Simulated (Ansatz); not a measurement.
`CCC(C)(C)C(C)(C)C` → `CCC(C)C` + isobutene  (alkene loss)

Gas-phase electronic energies from Ansatz, PBE0-D4/def2-TZVP geometries. CBS: MP2 limit from def2 TZ/QZ plus the TZ coupled-cluster correction, frozen cores. This one scheme is used for every species. Functionals use def2-TZVPP. B3LYP here is the variant with VWN-RPA as its local correlation; programs differ in this. HSE06 is defined as in plane-wave codes. One conformer a species, not always the lowest.

`CCC(C)(C)C(C)(C)C`:

Cartesian coordinates in Å:
```
C -1.665 2.343 0.137
C -0.755 1.323 -0.531
C -0.110 0.274 0.397
C -1.173 -0.299 1.337
C 0.947 0.970 1.258
C 0.544 -0.873 -0.460
C 1.468 -1.746 0.393
C -0.521 -1.789 -1.068
C 1.383 -0.306 -1.609
H -1.999 3.083 -0.594
H -2.558 1.881 0.562
H -1.160 2.889 0.938
H 0.043 1.861 -1.053
H -1.332 0.812 -1.308
H -2.063 -0.631 0.797
H -0.790 -1.148 1.906
H -1.489 0.454 2.060
H 0.520 1.844 1.754
H 1.798 1.315 0.665
H 1.326 0.312 2.042
H 0.968 -2.135 1.283
H 1.803 -2.606 -0.194
H 2.359 -1.204 0.715
H -1.043 -2.368 -0.304
H -0.048 -2.499 -1.751
H -1.268 -1.236 -1.642
H 1.925 -1.118 -2.100
H 0.766 0.179 -2.367
H 2.124 0.417 -1.261
```

`CCC(C)C`:

Cartesian coordinates in Å:
```
C 1.714 1.169 0.049
C 0.954 -0.090 0.429
C -0.322 -0.332 -0.373
C -0.918 -1.689 -0.026
C -1.351 0.770 -0.167
H 1.137 2.074 0.256
H 2.651 1.247 0.606
H 1.962 1.172 -1.017
H 0.697 -0.059 1.496
H 1.612 -0.957 0.303
H -0.046 -0.345 -1.437
H -1.812 -1.896 -0.620
H -1.206 -1.725 1.030
H -0.202 -2.496 -0.202
H -0.976 1.747 -0.478
H -1.633 0.840 0.889
H -2.260 0.569 -0.739
```

`C=C(C)C`:

```xyz
12

C     0.088    1.445   -0.539
C     0.012    0.202   -0.075
C    -1.238   -0.613   -0.180
C     1.172   -0.474    0.586
H     1.000    2.025   -0.456
H    -0.760    1.923   -1.017
H    -1.054   -1.535   -0.742
H    -2.040   -0.063   -0.674
H    -1.587   -0.918    0.812
H     1.450   -1.385    0.046
H     2.046    0.177    0.636
H     0.912   -0.782    1.604
```

```
             level  ΔE (kJ/mol)  difference from CCSD(T)/CBS
       LDA (SPW92)        117.3                         37.3
            PBE-D4         66.2                        -13.8
         revPBE-D4         74.2                         -5.8
           BLYP-D4         43.4                        -36.6
         r2SCAN-D4         71.5                         -8.5
            B97M-V         70.2                         -9.8
           PBE0-D4         78.2                         -1.8
          B3LYP-D4         52.9                        -27.1
        r2SCANh-D4         74.7                         -5.3
        r2SCAN0-D4         79.9                         -0.1
          HSE06-D4         76.1                         -3.9
          BHLYP-D4         62.0                        -18.0
      CAM-B3LYP-D4         63.8                        -16.2
           ωB97X-V         82.4                          2.4
           ωB97M-V         79.4                         -0.6
               PBE         37.5                        -42.5
              BLYP        -14.5                        -94.5
            r2SCAN         62.0                        -18.0
              PBE0         52.8                        -27.2
             B3LYP          9.0                        -71.0
           r2SCANh         64.8                        -15.2
           r2SCAN0         69.2                        -10.8
             HSE06         52.2                        -27.8
             BHLYP         29.7                        -50.3
         CAM-B3LYP         37.8                        -42.2
RPA@PBE/def2-TZVPP         80.2                          0.2
       HF/def2-SVP         14.2                        -65.8
      MP2/def2-SVP        102.0                         22.0
     CCSD/def2-SVP         79.7                         -0.3
  CCSD(T)/def2-SVP         86.9                          6.9
     HF/def2-TZVPP         -2.6                        -82.6
    MP2/def2-TZVPP         98.0                         18.0
   CCSD/def2-TZVPP         72.6                         -7.4
CCSD(T)/def2-TZVPP         81.9                          1.9
     HF/def2-QZVPP         -3.6                        -83.6
    MP2/def2-QZVPP         96.5                         16.5
SCS-MP2/def2-QZVPP         74.2                         -5.8
      HF/CBS(def2)         -3.8                        -83.8
     MP2/CBS(def2)         96.0                         16.0
    CCSD/CBS(def2)         70.6                         -9.4
       CCSD(T)/CBS         80.0                            0
```

Largest T1 diagnostic among the species: 0.010.

At CCSD(T), def2-SVP lies +6.9 kJ/mol from the extrapolated value and def2-TZVPP +2.0 kJ/mol. Leaving LDA and LC-ωPBE aside and taking each functional with its dispersion term where it has one, the values, not all of them listed here, spread over 41.8 kJ/mol, from B2PLYP to PBE-QIDH. LDA lies +79.7 kJ/mol from PBE without D4. In def2-TZVPP, CCSD(T) changes the Hartree–Fock value by +84.6 kJ/mol (the triples alone add +9.4 kJ/mol) and MP2 by +100.6 kJ/mol.

CCSD(T)/CBS has its own doubt, a few kJ/mol and more with outer-core shells, so smaller differences from it don't rank the levels.
